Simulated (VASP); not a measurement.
# Al (Pm-3m) in VASP: reference runs

Aim: a first look at Al with PBE, on the cell as given and on a disturbed one.

Everything below comes from runs of VASP 6.6.1. Logs are shortened: lines on timing, memory, paths and dates and some standing lists are left out, and cuts for length are marked.

**1. The structure**

Symmetry: Pm-3m, No. 221, cubic system. The conventional cell has a = 2.722 Å, b = 2.722 Å, c = 2.722 Å, α = 90.00°, β = 90.00°, γ = 90.00°. Al (site symmetry m-3m) is surrounded by 6 Al at 2.72 Å.

The cell was built by a generator and needn't be a form met in nature.

**2. Single point, PBE**

INCAR

```
PREC = Accurate
ENCUT = 520
EDIFF = 1E-7
ISMEAR = -1
SIGMA = 0.05
LREAL = False
LASPH = True
NELM = 80
ALGO = Normal
ISIF = 2
LWAVE = False
LCHARG = True
GGA = PE
LELF = True
LVHAR = True
NBANDS = 8
```

KPOINTS

```
Automatic mesh
0
Gamma
  10 10 10
```

POSCAR

```
Al
1.0
    2.7217600000      0.0000000000      0.0000000000
    0.0000000000      2.7217600000      0.0000000000
    0.0000000000      0.0000000000      2.7217600000
Al
1
Direct
    0.0000000000      0.0000000000      0.0000000000
```

Potentials or basis: VASP PAW PBE potentials, release 64 (Al).

The run is started by

```sh
$ cat potpaw_PBE.64/Al/POTCAR > POTCAR
$ mpirun -np 1 vasp_std > vasp.out
```

OUTCAR:

```text
PREC = Accurate
   ENCUT = 520
   EDIFF = 1E-7
   ISMEAR = -1
   LREAL = False
   LASPH = True
   NELM = 80
   ISIF = 2
   GGA = PE

 ion  position               nearest neighbor table
   1  0.000  0.000  0.000-

  LATTYP: Found a simple cubic cell.
 ALAT       =     2.7217600000

  Lattice vectors:

 A1 = (   2.7217600000,   0.0000000000,   0.0000000000)
 A2 = (   0.0000000000,   2.7217600000,   0.0000000000)
 A3 = (   0.0000000000,   0.0000000000,   2.7217600000)

Analysis of symmetry for initial positions (statically):
=====================================================================
 Subroutine PRICEL returns:
 Original cell was already a primitive cell.

 Routine SETGRP: Setting up the symmetry group for a
 simple cubic supercell.

 Subroutine GETGRP returns: Found 48 space group operations
 (whereof 48 operations were pure point group operations)
 out of a pool of 48 trial point group operations.

The static configuration has the point symmetry O_h .

Analysis of symmetry for dynamics (positions and initial velocities):
=====================================================================
 Subroutine PRICEL returns:
 Original cell was already a primitive cell.

 Routine SETGRP: Setting up the symmetry group for a
 simple cubic supercell.

 Subroutine GETGRP returns: Found 48 space group operations
 (whereof 48 operations were pure point group operations)
 out of a pool of 48 trial point group operations.

The dynamic configuration has the point symmetry O_h .

 Subroutine INISYM returns: Found 48 space group operations
 (whereof 48 operations are pure point group operations),
 and found     1 'primitive' translations

----------------------------------------------------------------------------------------

                                     Primitive cell

  volume of cell :      20.1627

  direct lattice vectors                    reciprocal lattice vectors
     2.721760000  0.000000000  0.000000000     0.367409323  0.000000000  0.000000000
     0.000000000  2.721760000  0.000000000     0.000000000  0.367409323  0.000000000
     0.000000000  0.000000000  2.721760000     0.000000000  0.000000000  0.367409323

  length of vectors
     2.721760000  2.721760000  2.721760000     0.367409323  0.367409323  0.367409323

  position of ions in fractional coordinates (direct lattice)
     0.000000000  0.000000000  0.000000000

  ion indices of the primitive-cell ions
   primitive index   ion index
                 1           1

----------------------------------------------------------------------------------------

 KPOINTS: Automatic mesh

Automatic generation of k-mesh.
 Grid dimensions read from file:
 generate k-points for:   10   10   10

 Generating k-lattice:

  Cartesian coordinates                     Fractional coordinates (reciprocal lattice)
     0.036740932  0.000000000  0.000000000     0.100000000  0.000000000  0.000000000
     0.000000000  0.036740932  0.000000000     0.000000000  0.100000000  0.000000000
     0.000000000  0.000000000  0.036740932     0.000000000  0.000000000  0.100000000

  Length of vectors
     0.036740932  0.036740932  0.036740932

  Shift w.r.t. Gamma in fractional coordinates (k-lattice)
     0.000000000  0.000000000  0.000000000

 Subroutine IBZKPT returns following result:
 ===========================================

 Found     56 irreducible k-points:

 Following reciprocal coordinates:
            Coordinates               Weight
  0.000000  0.000000  0.000000      1.000000
  0.100000  0.000000  0.000000      6.000000
  0.200000  0.000000  0.000000      6.000000
  0.300000  0.000000  0.000000      6.000000
  0.400000  0.000000  0.000000      6.000000
  0.500000  0.000000  0.000000      3.000000
[... 16 lines left out ...]
  0.200000  0.100000  0.100000     24.000000
  0.300000  0.100000  0.100000     24.000000
 [... further k-points ...]
   k-points           NKPTS =     56   k-points in BZ     NKDIM =     56   number of bands    NBANDS=      8
   number of dos      NEDOS =    301   number of ions     NIONS =      1
   total plane-waves  NPLWV =   8000
   dimension x,y,z NGX =    20 NGY =   20 NGZ =   20
   dimension x,y,z NGXF=    40 NGYF=   40 NGZF=   40
   ions per type =               1
   NGX,Y,Z   is equivalent  to a cutoff of  12.22, 12.22, 12.22 a.u.
   NGXF,Y,Z  is equivalent  to a cutoff of  24.43, 24.43, 24.43 a.u.
 SYSTEM =  unknown system
   PREC   = accura    normal or accurate (medium, high low for compatibility)
   ISTART =      0    job   : 0-new  1-cont  2-samecut
   ICHARG =      2    charge: 1-file 2-atom 10-const
   ISPIN  =      1    spin polarized calculation?
   LNONCOLLINEAR =      F non collinear calculations
   LSORBIT =      F    spin-orbit coupling
   LASPH  =      T    aspherical Exc in radial PAW
   ENCUT  =  520.0 eV  38.22 Ry    6.18 a.u.   5.06  5.06  5.06*2*pi/ulx,y,z
   NELM   =     80;   NELMIN=  2; NELMDL= -5     # of ELM steps
   EDIFF  = 0.1E-06   stopping-criterion for ELM
   LREAL  =      F    real-space projection
   EDIFFG = 0.1E-05   stopping-criterion for IOM
   NSW    =      0    number of steps for IOM
   IBRION =     -1    ionic relax: 0-MD 1-quasi-New 2-CG
   NFREE  =      0    steps in history (QN), initial steepest desc. (CG)
   ISIF   =      2    stress and relaxation
   ISYM   =      2    0-nonsym 1-usesym 2-fastsym
   POTIM  = 0.5000    time-step for ionic-motion
   TEBEG  =    0.0;   TEEND  =   0.0 temperature during run
   PSTRESS=    0.0 pullay stress
   NELECT =       3.0000    total number of electrons
   NUPDOWN=      -1.0000    fix difference up-down
   EMIN   =  10.00;   EMAX   =-10.00  energy-range for DOS
   EFERMI =   0.00;   METHOD = LEGACY
   ISMEAR =    -1;   SIGMA  =   0.05  broadening in eV -4-tet -1-fermi 0-gaus
   EFERMI_NEDOS =   21; number of points for ismear=-14 and -15
   IALGO  =     38    algorithm
   IMIX   =      4    mixing-type and parameters
     AMIX     =   0.40;   BMIX     =  1.00
     AMIX_MAG =   1.60;   BMIX_MAG =  1.00
  volume/ion in A,a.u.               =      20.16       136.06
  Fermi-wavevector in a.u.,A,eV,Ry     =   0.867492  1.639322 10.238958  0.752542
  Thomas-Fermi vector in A             =   1.986034
   LORBIT       =      0    0 simple, 1 ext, 2 COOP (PROOUT), +10 PAW based schemes
   GGA     = PE    functional components
   LHFCALC =     F    Hartree Fock is set to
   AEXX    =    0.0000 exact exchange contribution
   IVDW    =     0    specifies the selected vdW correction
   LEPSILON=     F    determine dielectric tensor
   LRPA    =     F    only Hartree local field effects (RPA)
 non-spin polarized calculation
  energy-cutoff  :      520.00
  volume of cell :       20.16
 maximum number of plane-waves:       554
   NGX = 11   NGY = 11   NGZ = 11

 number of electron       3.0000000 magnetization

 Free energy of the ion-electron system (eV)
  ---------------------------------------------------
  ext. energy  EPLUGINS =         0.00000000
  ---------------------------------------------------
  free energy    TOTEN  =        -3.37324055 eV

  energy without entropy =       -3.36885025  energy(sigma->0) =       -3.37104540

 E-fermi :   5.6679     XC(G=0):  -9.4205

 val. band max:        5.6485829048   @ k =   0.4000   0.4000   0.1000
 cond. band min:       5.7331851813   @ k =   0.3000   0.1000   0.0000
 fundamental gap:      0.0846022765
 Fermi energy:         5.6678553811

 k-point     1 :       0.0000    0.0000    0.0000
  band No.  band energies     occupation
      1      -3.8948      2.00000
      2      13.6447      0.00000
      3      13.6447      0.00000
      4      14.7782      0.00000
      5      14.7782      0.00000
      6      14.7782      0.00000
      7      21.0293      0.00000
      8      29.5936      0.00000

 k-point     2 :       0.1000    0.0000    0.0000
  band No.  band energies     occupation
      1      -3.6974      2.00000
      2      11.1669      0.00000
      3      13.8101      0.00000
      4      14.9443      0.00000
      5      14.9443      0.00000
      6      16.8506      0.00000
      7      21.8718      0.00000
      8      28.1418      0.00000

 k-point     3 :       0.2000    0.0000    0.0000
  band No.  band energies     occupation
      1      -3.1078      2.00000
      2       8.2565      0.00000
      3      14.2904      0.00000
      4      15.4416      0.00000
      5      15.4416      0.00000
      6      18.5675      0.00000
      7      24.2666      0.00000
      8      25.6395      0.00000

 k-point     4 :       0.3000    0.0000    0.0000
  band No.  band energies     occupation
      1      -2.1351      2.00000
      2       5.5597      1.79367
      3      15.0203      0.00000
      4      16.2631      0.00000
      5      16.2631      0.00000
      6      19.9045      0.00000
      7      23.2118      0.00000
      8      23.2118      0.00000

 k-point     5 :       0.4000    0.0000    0.0000
  band No.  band energies     occupation
      1      -0.8070      2.00000
      2       3.1798      2.00000
      3      15.8104      0.00000
      4      17.3718      0.00000
      5      17.3718      0.00000
      6      21.1060      0.00000
      7      21.1060      0.00000
      8      21.1951      0.00000
[... 177 lines left out ...]
 k-point    22 :       0.1000    0.1000    0.1000
  band No.  band energies     occupation
      1      -3.3033      2.00000
      2      11.0648      0.00000
      3      11.0648      0.00000
      4      13.5432      0.00000
      5      18.3798      0.00000
      6      18.3798      0.00000
      7      22.8940      0.00000
      8      26.1484      0.00000

 k-point    23 :       0.2000    0.1000    0.1000
  band No.  band energies     occupation
      1      -2.7149      2.00000
      2       8.5381      0.00000
      3      11.5701      0.00000
      4      13.6710      0.00000
      5      18.8014      0.00000
      6      20.5828      0.00000
      7      23.3917      0.00000
      8      23.7574      0.00000

 k-point    24 :       0.3000    0.1000    0.1000
  band No.  band energies     occupation
      1      -1.7441      2.00000
      2       5.9063      0.01683
      3      12.3768      0.00000
      4      14.4890      0.00000
      5      19.2387      0.00000
      6      20.8702      0.00000
      7      21.1324      0.00000
      8      23.0602      0.00000

 [... further k-points ...]

------------------------ aborting loop because EDIFF is reached ----------------------------------------

  FORCE on cell =-STRESS in cart. coord.  units (eV):
  Direction    XX          YY          ZZ          XY          YZ          ZX
  --------------------------------------------------------------------------------------
  -------------------------------------------------------------------------------------
  Total        0.0437888      0.0437888      0.0437888     -0.0000000     -0.0000000      0.0000000
  in kB        3.4795555      3.4795555      3.4795555     -0.0000000     -0.0000000      0.0000000
  external PRESSURE =       3.4795555 kB  Pullay stress =       0.0000000 kB

 VOLUME and BASIS-vectors are now :
 -----------------------------------------------------------------------------
  energy-cutoff  :      520.00
  volume of cell :       20.16
      direct lattice vectors                 reciprocal lattice vectors
     2.721760000  0.000000000  0.000000000     0.367409323  0.000000000  0.000000000
     0.000000000  2.721760000  0.000000000     0.000000000  0.367409323  0.000000000
     0.000000000  0.000000000  2.721760000     0.000000000  0.000000000  0.367409323

 POSITION                                       TOTAL-FORCE (eV/Angst)
 -----------------------------------------------------------------------------------
      0.00000      0.00000      0.00000         0.000000      0.000000      0.000000
 -----------------------------------------------------------------------------------
    total drift:                               -0.000000      0.000000      0.000000

  FREE ENERGIE OF THE ION-ELECTRON SYSTEM (eV)
  ---------------------------------------------------
  free  energy   TOTEN  =        -3.3732405504 eV

  energy  without entropy=       -3.3688502481  energy(sigma->0) =       -3.37104540
```

Run time: 7.7 s. Hardware: 1 thread of Intel Xeon Platinum 8259CL at 2.50GHz (Skylake/Cascade Lake), shared host; peak memory 0.12 GiB.

What came out:

- Free energy: -3.3732 eV
- Pressure: 0.3 GPa
- Band gap on the k mesh: none (metal or under the smearing width)

**3. Single point, PBE**

INCAR

```
SYSTEM = Al
ALGO = Normal
EDIFF = 1E-7
ENCUT = 520
GGA = PE
ISIF = 2
ISMEAR = -1
LASPH = .True.
LCHARG = .True.
LELF = .True.
LREAL = .False.
LVHAR = .True.
LWAVE = .False.
NBANDS = 8
NELM = 60
PREC = Accurate
SIGMA = 0.05
```

KPOINTS

```
k-points
0
Gamma
  10 10 10
  0 0 0
```

POSCAR is that of step 2.

Potentials or basis: VASP PAW PBE potentials, release 64 (Al).

The run is started by

```sh
$ cat potpaw_PBE.64/Al/POTCAR > POTCAR
$ mpirun -np 1 vasp_std > vasp.out
```

OUTCAR:

```text
SYSTEM = Al
   EDIFF = 1E-7
   ENCUT = 520
   GGA = PE
   ISIF = 2
   ISMEAR = -1
   LASPH = .True.
   LREAL = .False.
   NELM = 60
   PREC = Accurate

 ion  position               nearest neighbor table
   1  0.000  0.000  0.000-

  LATTYP: Found a simple cubic cell.
 ALAT       =     2.7217600000

  Lattice vectors:

 A1 = (   2.7217600000,   0.0000000000,   0.0000000000)
 A2 = (   0.0000000000,   2.7217600000,   0.0000000000)
 A3 = (   0.0000000000,   0.0000000000,   2.7217600000)

Analysis of symmetry for initial positions (statically):
=====================================================================
 Subroutine PRICEL returns:
 Original cell was already a primitive cell.

 Routine SETGRP: Setting up the symmetry group for a
 simple cubic supercell.

 Subroutine GETGRP returns: Found 48 space group operations
 (whereof 48 operations were pure point group operations)
 out of a pool of 48 trial point group operations.

The static configuration has the point symmetry O_h .

Analysis of symmetry for dynamics (positions and initial velocities):
[... 159 lines left out ...]
 val. band max:        5.6485829048   @ k =   0.4000   0.4000   0.1000
 cond. band min:       5.7331851813   @ k =   0.3000   0.1000   0.0000
 fundamental gap:      0.0846022765
 Fermi energy:         5.6678553811

 k-point     1 :       0.0000    0.0000    0.0000
  band No.  band energies     occupation
      1      -3.8948      2.00000
      2      13.6447      0.00000
      3      13.6447      0.00000
      4      14.7782      0.00000
      5      14.7782      0.00000
      6      14.7782      0.00000
      7      21.0293      0.00000
      8      29.5936      0.00000
[... 243 lines left out ...]
 k-point    24 :       0.3000    0.1000    0.1000
  band No.  band energies     occupation
      1      -1.7441      2.00000
      2       5.9063      0.01683
      3      12.3768      0.00000
      4      14.4890      0.00000
      5      19.2387      0.00000
      6      20.8702      0.00000
      7      21.1324      0.00000
      8      23.0602      0.00000

 [... further k-points ...]

------------------------ aborting loop because EDIFF is reached ----------------------------------------

  FORCE on cell =-STRESS in cart. coord.  units (eV):
  Direction    XX          YY          ZZ          XY          YZ          ZX
  --------------------------------------------------------------------------------------
  -------------------------------------------------------------------------------------
  Total        0.0437888      0.0437888      0.0437888     -0.0000000     -0.0000000      0.0000000
  in kB        3.4795555      3.4795555      3.4795555     -0.0000000     -0.0000000      0.0000000
  external PRESSURE =       3.4795555 kB  Pullay stress =       0.0000000 kB

 VOLUME and BASIS-vectors are now :
 -----------------------------------------------------------------------------
  energy-cutoff  :      520.00
  volume of cell :       20.16
      direct lattice vectors                 reciprocal lattice vectors
     2.721760000  0.000000000  0.000000000     0.367409323  0.000000000  0.000000000
     0.000000000  2.721760000  0.000000000     0.000000000  0.367409323  0.000000000
     0.000000000  0.000000000  2.721760000     0.000000000  0.000000000  0.367409323

 POSITION                                       TOTAL-FORCE (eV/Angst)
 -----------------------------------------------------------------------------------
      0.00000      0.00000      0.00000         0.000000      0.000000      0.000000
 -----------------------------------------------------------------------------------
    total drift:                               -0.000000      0.000000      0.000000

  FREE ENERGIE OF THE ION-ELECTRON SYSTEM (eV)
  ---------------------------------------------------
  free  energy   TOTEN  =        -3.3732405504 eV

  energy  without entropy=       -3.3688502481  energy(sigma->0) =       -3.37104540
```

OSZICAR:

```text
N       E                     dE             d eps       ncg     rms          rms(c)
DAV:   1    -0.222699700692E+01   -0.22270E+01   -0.83626E+02   896   0.203E+02
DAV:   2    -0.337137722427E+01   -0.11444E+01   -0.10899E+01  1176   0.166E+01
DAV:   3    -0.337924081086E+01   -0.78636E-02   -0.78621E-02  1184   0.148E+00
DAV:   4    -0.337926345595E+01   -0.22645E-04   -0.22645E-04  1192   0.681E-02
DAV:   5    -0.337926363657E+01   -0.18062E-06   -0.18010E-06  1208   0.433E-03    0.100E+00
DAV:   6    -0.337568132373E+01    0.35823E-02   -0.19440E-03  1008   0.172E-01    0.587E-01
DAV:   7    -0.337322948941E+01    0.24518E-02   -0.50190E-03  1032   0.269E-01    0.945E-02
DAV:   8    -0.337324134392E+01   -0.11855E-04   -0.38972E-05  1240   0.397E-02    0.832E-03
DAV:   9    -0.337324105484E+01    0.28907E-06   -0.59870E-07  1128   0.324E-03    0.107E-03
DAV:  10    -0.337324057178E+01    0.48307E-06   -0.25405E-08  1136   0.877E-04    0.724E-04
DAV:  11    -0.337324055036E+01    0.21416E-07   -0.33899E-10   608   0.106E-04
   1 F= -.33732406E+01 E0= -.33710454E+01  d E =-.439030E-02
```

stdout:

```text
POSCAR found type information on POSCAR Al
 POSCAR found :  1 types and       1 ions
 scaLAPACK will be used
 LDA part: xc-table for (Slater+PW92), standard interpolation
 POSCAR, INCAR and KPOINTS ok, starting setup
 FFT: planning ... GRIDC
 FFT: planning ... GRID_SOFT
 FFT: planning ... GRID
 WAVECAR not read
 entering main loop
```

Wall time 2.6 s (1 thread of Intel Xeon 6975P-C (Granite Rapids), shared host); peak memory 0.11 GiB.

What came out:

- Free energy: -3.3732 eV
- Pressure: 0.3 GPa
- Band gap on the k mesh: none (metal or under the smearing width)

Levels at points of the mesh, in eV from the Fermi level:
| k point | band 1 | band 2 | band 3 | band 4 |
| --- | --- | --- | --- | --- |
| (0.00, 0.00, 0.00) | -9.56 | 7.98 | 7.98 | 9.11 |
| (0.50, 0.00, 0.00) | -5.22 | -4.10 | 10.53 | 12.63 |
| (0.50, 0.50, 0.00) | -0.56 | -0.56 | -0.30 | 2.19 |
| (0.50, 0.50, 0.50) | 2.85 | 2.85 | 2.85 | 5.57 |

**4. Single point, PBE (cell strained at random at fixed volume)**

INCAR

```
SYSTEM = Al
ALGO = Normal
EDIFF = 1E-7
ENCUT = 520
GGA = PE
ISIF = 2
ISMEAR = -1
LASPH = .True.
LCHARG = .False.
LREAL = .False.
LWAVE = .False.
NBANDS = 8
NELM = 80
PREC = Accurate
SIGMA = 0.05
```

KPOINTS is that of step 3.

POSCAR

```
Al
1.0
    2.7231350000      0.0226620000      0.0219930000
    0.0226620000      2.7568820000      0.0478290000
    0.0219930000      0.0478290000      2.6869140000
Al
1
Direct
    0.0101730000     -0.0201310000      0.0035330000
```

The run is started by

```sh
$ cat potpaw_PBE.64/Al/POTCAR > POTCAR
$ mpirun -np 1 vasp_std > vasp.out
```

It took 18 s on 1 thread of Intel Xeon 6975P-C (Granite Rapids), shared host; peak memory 0.17 GiB.

The run converged. Its results:

```
Free energy            : -3.3745 eV
Pressure               : 0.2 GPa
Band gap on the k mesh : none (metal or under the smearing width)
```

Stress tensor (GPa, compression positive):
```
 0.22 -0.05  0.44
-0.05 -0.56  0.66
 0.44  0.66  1.03
```

Levels at points of the mesh, in eV from the Fermi level:
```csv
k point,band 1,band 2,band 3,band 4,band 5
"(0.00, 0.00, 0.00)",-9.59,7.79,8.11,8.60,9.07
"(0.50, 0.00, 0.00)",-5.25,-4.13,10.49,12.08,13.11
"(0.00, 0.50, 0.00)",-5.43,-4.16,10.44,12.39,12.85
"(0.50, 0.50, 0.00)",-0.83,-0.56,-0.52,2.13,16.37
"(0.00, 0.00, 0.50)",-5.04,-4.09,10.48,12.17,12.75
"(0.50, 0.00, 0.50)",-0.65,-0.33,-0.11,2.22,15.69
"(0.00, 0.50, 0.50)",-0.91,-0.36,-0.23,2.22,16.08
"(0.50, 0.50, 0.50)",2.38,2.91,3.19,5.09,5.59
```
